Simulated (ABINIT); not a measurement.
# GaAs (F-43m) in ABINIT: notebook

One crystal, GaAs, is run at these levels: SOGGA, r2SCAN, WC; tasks: band structure.

All numbers are computed with ABINIT 10.8.3 (patched build); they aren't measurements. Logs are shortened: lines on timing, memory, paths and dates and some standing lists are left out, and cuts for length are marked. The log counts tension as positive stress, the text compression.

**What was measured.**

“Evidence of valence band perturbations in GaAsN/GaAs(001): A combined variable-angle spectroscopic ellipsometry and modulated photoreflectance investigation”, 2008, arxiv:0805.2212 reports, for a bulk crystal of GaAs at 300 K: band gap 1.418 ± 0.005 eV (direct); band gap 1.412 ± 0.01 eV (direct).

The results are compared with them further down.

**1. The structure**

It takes space group F-43m (No. 216, cubic). The conventional cell has a = 5.654 Å, b = 5.654 Å, c = 5.654 Å, α = 90.00°, β = 90.00°, γ = 90.00°. As (site symmetry -43m) is surrounded by 4 Ga at 2.45 Å. Ga (site symmetry -43m) has 4 As at 2.45 Å as nearest neighbours.

**2. Band structure, SOGGA**

The input, run.abi:

```
# Datasets: ground state, then fixed potential
ndtset 2

# Pseudopotentials
pp_dirpath "./"
pseudos "As.GGA_PBE-JTH.xml, Ga.GGA_PBE-JTH.xml"

# Structure
acell 7.55468967 7.55468967 7.55468967
rprim
     0.0000000000     0.7071067812     0.7071067812
     0.7071067812     0.0000000000     0.7071067812
     0.7071067812     0.7071067812     0.0000000000
ntypat 2
znucl 33 31
natom 2
typat 1 2
xred
     0.7500000000     0.7500000000     0.7500000000
     0.0000000000     0.0000000000     0.0000000000

# Plane-wave basis
ecut 17.0
pawecutdg 34.0

# Exchange and correlation
ixc -150130

# Bands and occupations
occopt 3
tsmear 0.05 eV

# SCF cycle
nstep 100

# Output
iomode 3
prtwf 0
prteig 0
prtebands 0
prtden1 1

# Dataset 1
kptopt1 1
ngkpt1 8 8 8
nshiftk1 1
shiftk1 0.0 0.0 0.0
nband1 18
tolvrs1 1.0e-9

# Dataset 2: bands along G-X-W-K-G-L-U-W-L-K
iscf2 -2
getden2 1
nband2 22
nbdbuf2 2
tolwfr2 1.0e-12
kptopt2 -9
ndivsm2 5
prteig2 1
kptbounds2
     0.0000000000     0.0000000000     0.0000000000
     0.5000000000     0.0000000000     0.5000000000
     0.5000000000     0.2500000000     0.7500000000
     0.3750000000     0.3750000000     0.7500000000
     0.0000000000     0.0000000000     0.0000000000
     0.5000000000     0.5000000000     0.5000000000
     0.6250000000     0.2500000000     0.6250000000
     0.5000000000     0.2500000000     0.7500000000
     0.5000000000     0.5000000000     0.5000000000
     0.3750000000     0.3750000000     0.7500000000
```

Potentials or basis: JTH PAW PBE v2.0.

On the command line:

```
abinit run.abi > log 2>&1
```

run.abo:

```text
.Version 10.8.3 of ABINIT
 DATASET    1 : space group F-4 3 m (#216); Bravais cF (face-center cubic)
================================================================================
 Values of the parameters that define the memory need for DATASET  1.
     intxc =       0    ionmov =       0      iscf =      17    lmnmax =      18
     lnmax =       6     mgfft =      30  mpssoang =       3    mqgrid =    3001
     natom =       2  nloc_mem =       2    nspden =       1   nspinor =       1
    nsppol =       1      nsym =      24    n1xccc =       1    ntypat =       2
    occopt =       3   xclevel =       2
       mpw =        1036          nfft =       27000          nkpt =          29
 PAW method is used; the additional fine FFT grid is defined by:
   mgfftf=        40    nfftf =     64000
================================================================================
================================================================================

 DATASET    2 : space group F-4 3 m (#216); Bravais cF (face-center cubic)
================================================================================
 Values of the parameters that define the memory need for DATASET  2.
     intxc =       0    ionmov =       0      iscf =      -2    lmnmax =      18
     lnmax =       6     mgfft =      30  mpssoang =       3    mqgrid =    3001
     natom =       2  nloc_mem =       2    nspden =       1   nspinor =       1
    nsppol =       1      nsym =      24    n1xccc =       1    ntypat =       2
    occopt =       3   xclevel =       2
       mpw =        1036          nfft =       27000          nkpt =          87
 PAW method is used; the additional fine FFT grid is defined by:
   mgfftf=        40    nfftf =     64000
================================================================================
================================================================================

--------------------------------------------------------------------------------
------------- Echo of variables that govern the present computation ------------
--------------------------------------------------------------------------------
 -outvars: echo values of preprocessed input variables --------
            acell      7.5546896700E+00  7.5546896700E+00  7.5546896700E+00 Bohr
              amu      7.49215900E+01  6.97230000E+01
             ecut      1.70000000E+01 Hartree
           getden1          0
           getden2          1
             iscf1         17
             iscf2         -2
                       outvar_i_n : Printing only first  50 k-points.
              ixc     -150130
           jdtset        1    2
                       outvar_i_n : Printing only first  50 k-points.
           kptopt1          1
           kptopt2         -9
         kptrlatt        8    0    0      0    8    0      0    0    8
          kptrlen1     6.04375174E+01
          kptrlen2     3.00000000E+01
            natom           2
            nband1         18
            nband2         22
           nbdbuf1          0
           nbdbuf2          2
           ndtset           2
           ndivsm1          0
           ndivsm2          5
            ngfft          30      30      30
          ngfftdg          40      40      40
             nkpt1         29
             nkpt2         87
            nstep         100
             nsym          24
           ntypat           2
           occopt           3
        pawecutdg      3.40000000E+01 Hartree
         pawxcdev           0
        prtebands           0
           prteig1          0
           prteig2          1
            prtwf           0
            rprim      0.0000000000E+00  7.0710678120E-01  7.0710678120E-01
                       7.0710678120E-01  0.0000000000E+00  7.0710678120E-01
                       7.0710678120E-01  7.0710678120E-01  0.0000000000E+00
           shiftk1     0.00000000E+00  0.00000000E+00  0.00000000E+00
           shiftk2     5.00000000E-01  5.00000000E-01  5.00000000E-01
          spgroup         216
           tolvrs1     1.00000000E-09
[... 252 lines left out ...]
 Non-SCF case, kpt    1 (  0.00000  0.00000  0.00000), residuals and eigenvalues=
  5.73E-13  2.86E-13  2.28E-13  8.50E-13  9.01E-13  7.02E-13  4.59E-13  2.75E-13
  5.46E-13  8.83E-13  8.32E-13  2.05E-13  2.60E-13  1.14E-13  2.89E-13  8.30E-13
  3.33E-13  1.69E-13  5.15E-13  9.70E-13  6.59E-13  5.32E-13
 -1.1302E+00 -1.1302E+00 -1.1302E+00 -1.1300E+00 -1.1300E+00 -3.8144E-01
 -3.8144E-01 -3.8144E-01 -3.7859E-01 -3.7859E-01 -3.0981E-01  1.5874E-01
  1.5874E-01  1.5874E-01  1.7643E-01  2.9410E-01  2.9410E-01  2.9410E-01
  4.2827E-01  5.3000E-01  5.3000E-01  5.7641E-01
 Non-SCF case, kpt    2 (  0.03571  0.00000  0.03571), residuals and eigenvalues=
  4.23E-13  5.34E-13  6.45E-13  6.68E-13  3.86E-13  3.13E-13  3.79E-13  2.37E-13
  4.36E-13  4.36E-13  5.55E-13  1.64E-13  4.63E-13  9.02E-13  5.62E-13  8.58E-13
[... 671 lines left out ...]
  5.92E-13  9.41E-13  7.39E-13  6.71E-13  3.73E-13  6.95E-13  2.66E-13  7.11E-13
  4.91E-13  8.37E-13  8.31E-13  4.41E-13  1.23E-11  1.97E-09
 -1.1303E+00 -1.1302E+00 -1.1302E+00 -1.1300E+00 -1.1299E+00 -3.8520E-01
 -3.8021E-01 -3.7991E-01 -3.7903E-01 -3.7840E-01 -2.2019E-01 -8.3301E-02
  1.3181E-02  7.8696E-02  2.3006E-01  3.4409E-01  4.2926E-01  4.3928E-01
  4.7126E-01  5.3619E-01  6.7416E-01  7.0554E-01
 Non-SCF case, kpt   87 (  0.37500  0.37500  0.75000), residuals and eigenvalues=
  2.87E-13  5.59E-13  9.89E-13  4.28E-13  7.74E-13  8.12E-13  4.78E-13  2.53E-13
  3.40E-13  4.70E-13  6.73E-13  4.43E-13  2.50E-13  3.13E-13  5.92E-13  3.90E-13
  4.66E-13  5.96E-13  4.49E-13  2.46E-13  1.76E-10  7.78E-07
 -1.1303E+00 -1.1302E+00 -1.1302E+00 -1.1300E+00 -1.1299E+00 -3.8529E-01
 -3.8013E-01 -3.7984E-01 -3.7911E-01 -3.7836E-01 -2.1807E-01 -8.5420E-02
  1.4432E-02  7.4829E-02  2.2620E-01  3.2598E-01  4.4812E-01  4.5362E-01
  4.7275E-01  5.4363E-01  6.7899E-01  7.2517E-01

--- !ResultsGS
iteration_state: {dtset: 2, }
comment   : Summary of ground state results
lattice_vectors:
- [  0.0000000,   5.3419723,   5.3419723, ]
- [  5.3419723,   0.0000000,   5.3419723, ]
- [  5.3419723,   5.3419723,   0.0000000, ]
lattice_lengths: [   7.55469,    7.55469,    7.55469, ]
lattice_angles: [ 60.000,  60.000,  60.000, ] # degrees, (23, 13, 12)
lattice_volume:   3.0488418E+02
convergence: {deltae:  0.000E+00, res2:  0.000E+00, residm:  9.999E-13, diffor:  0.000E+00, }
etotal    :  -1.92779847E+02
entropy   :   0.00000000E+00
fermie    :   1.68658801E-01
cartesian_stress_tensor: null
pressure_GPa: null
xred      :
- [  7.5000E-01,   7.5000E-01,   7.5000E-01, As]
- [  0.0000E+00,   0.0000E+00,   0.0000E+00, Ga]
cartesian_forces: null
force_length_stats: {min: null, max: null, mean: null, }
...

 Integrated electronic density in atomic spheres:
 ------------------------------------------------
 Atom  Sphere_radius  Integrated_density
    1        2.10392         12.71161965
    2        2.10359         11.06704414

================================================================================

 ----iterations are completed or convergence reached----

 Mean square residual over all n,k,spin=   55.271E-14; max=  99.988E-14
 reduced coordinates (array xred) for    2 atoms
       0.750000000000      0.750000000000      0.750000000000
       0.000000000000      0.000000000000      0.000000000000

 cartesian coordinates (angstrom) at end:
    1      4.24027499721878     4.24027499721878     4.24027499721878
    2      0.00000000000000     0.00000000000000     0.00000000000000
 length scales=  7.554689670000  7.554689670000  7.554689670000 bohr
              =  3.997769606096  3.997769606096  3.997769606096 angstroms
 Eigenvalues (hartree) for nkpt=  87  k points:
 kpt#   1, nband= 22, wtk=  1.00000, kpt=  0.0000  0.0000  0.0000 (reduced coord)
  -1.13025   -1.13025   -1.13025   -1.12996   -1.12996   -0.38144   -0.38144   -0.38144
  -0.37859   -0.37859   -0.30981    0.15874    0.15874    0.15874    0.17643    0.29410
   0.29410    0.29410    0.42827    0.53000    0.53000    0.57641
 kpt#   2, nband= 22, wtk=  1.00000, kpt=  0.0357  0.0000  0.0357 (reduced coord)
  -1.13025   -1.13025   -1.13025   -1.12996   -1.12996   -0.38152   -0.38142   -0.38142
  -0.37860   -0.37858   -0.30906    0.14230    0.15619    0.15619    0.19278    0.29113
   0.29756    0.29756    0.43294    0.51498    0.53077    0.57803
 kpt#   3, nband= 22, wtk=  1.00000, kpt=  0.0714  0.0000  0.0714 (reduced coord)
  -1.13025   -1.13025   -1.13025   -1.12996   -1.12996   -0.38173   -0.38135   -0.38135
  -0.37862   -0.37857   -0.30682    0.11954    0.14929    0.14929    0.21500    0.28340
   0.30719    0.30719    0.44563    0.48868    0.53308    0.58288
 kpt#   4, nband= 22, wtk=  1.00000, kpt=  0.1071  0.0000  0.1071 (reduced coord)
  -1.13025   -1.13024   -1.13024   -1.12996   -1.12995   -0.38207   -0.38125   -0.38125
  -0.37867   -0.37854   -0.30313    0.09657    0.13960    0.13960    0.23598    0.27349
   0.32140    0.32140    0.45733    0.46963    0.53691    0.59098
 kpt#   5, nband= 22, wtk=  1.00000, kpt=  0.1429  0.0000  0.1429 (reduced coord)
[... 317 lines left out ...]
  -0.37885   -0.37845   -0.22800   -0.08041    0.02530    0.08914    0.23992    0.35308
   0.40046    0.40874    0.48766    0.54009    0.61351    0.68220
 kpt#  85, nband= 22, wtk=  1.00000, kpt=  0.4028  0.4028  0.6944 (reduced coord)
  -1.13025   -1.13021   -1.13020   -1.12996   -1.12994   -0.38509   -0.38030   -0.38002
  -0.37894   -0.37843   -0.22376   -0.08125    0.01668    0.08354    0.23488    0.35767
   0.40912    0.42061    0.47861    0.53584    0.64677    0.69287
 kpt#  86, nband= 22, wtk=  1.00000, kpt=  0.3889  0.3889  0.7222 (reduced coord)
  -1.13025   -1.13020   -1.13019   -1.12996   -1.12994   -0.38520   -0.38021   -0.37991
  -0.37903   -0.37840   -0.22019   -0.08330    0.01318    0.07870    0.23006    0.34409
   0.42926    0.43928    0.47126    0.53619    0.67416    0.70554
 kpt#  87, nband= 22, wtk=  1.00000, kpt=  0.3750  0.3750  0.7500 (reduced coord)
  -1.13026   -1.13020   -1.13019   -1.12997   -1.12993   -0.38529   -0.38013   -0.37984
  -0.37911   -0.37836   -0.21807   -0.08542    0.01443    0.07483    0.22620    0.32598
   0.44812    0.45362    0.47275    0.54363    0.67899    0.72517

== END DATASET(S) ==============================================================
================================================================================

 -outvars: echo values of variables after computation  --------
            acell      7.5546896700E+00  7.5546896700E+00  7.5546896700E+00 Bohr
           etotal1    -1.9277984733E+02
            fcart1     3.1503406820E-30  3.1503406820E-30 -9.4510220460E-30
                      -3.1503406820E-30 -3.1503406820E-30  9.4510220460E-30
            rprim      0.0000000000E+00  7.0710678120E-01  7.0710678120E-01
                       7.0710678120E-01  0.0000000000E+00  7.0710678120E-01
                       7.0710678120E-01  7.0710678120E-01  0.0000000000E+00
           strten1     1.8448728243E-05  1.8448728243E-05  1.8448728243E-05
                       0.0000000000E+00  0.0000000000E+00  0.0000000000E+00
           xangst      4.2402749972E+00  4.2402749972E+00  4.2402749972E+00
                       0.0000000000E+00  0.0000000000E+00  0.0000000000E+00
             xred      7.5000000000E-01  7.5000000000E-01  7.5000000000E-01
                       0.0000000000E+00  0.0000000000E+00  0.0000000000E+00
 Calculation completed.
```

Wall time 66 s (1 thread of Arm Neoverse V1, shared host); peak memory 0.12 GiB.

Results:

```yaml
Free_energy: -5245.8069 eV
Pressure: -0.5 GPa
Band_gap_on_the_k_mesh: 0.48 eV, direct
Band_gap_along_the_path: 0.48 eV, direct
Valence_electrons_inside_the_program's_atomic_spheres: As 12.71; Ga 11.07
```

Levels at the corners of the path, in eV from the valence-band top:
```
point  band 11  band 12  band 13  band 14  band 15  band 16  band 17  band 18
    Γ   -12.75     0.00     0.00     0.00     0.48     3.68     3.68     3.68
    X   -10.22    -6.84    -2.71    -2.71     1.30     1.55    10.15    10.15
    W   -10.16    -6.64    -3.60    -3.40     4.58     4.61     5.33     5.90
    K   -10.25    -6.64    -3.93    -2.28     1.84     4.55     7.87     8.02
    Γ   -12.75     0.00     0.00     0.00     0.48     3.68     3.68     3.68
    L   -10.96    -6.68    -1.15    -1.15     0.93     4.56     4.56     7.51
    U   -10.25    -6.64    -3.93    -2.28     1.84     4.55     7.87     8.02
    W   -10.16    -6.64    -3.60    -3.40     4.58     4.61     5.33     5.90
    L   -10.96    -6.68    -1.15    -1.15     0.93     4.56     4.56     7.51
    K   -10.25    -6.64    -3.93    -2.28     1.84     4.55     7.87     8.02
```

Caveat: the PAW data sets were made with another functional, which shifts forces and pressure a little.

(Continued in part 2 of 2.)
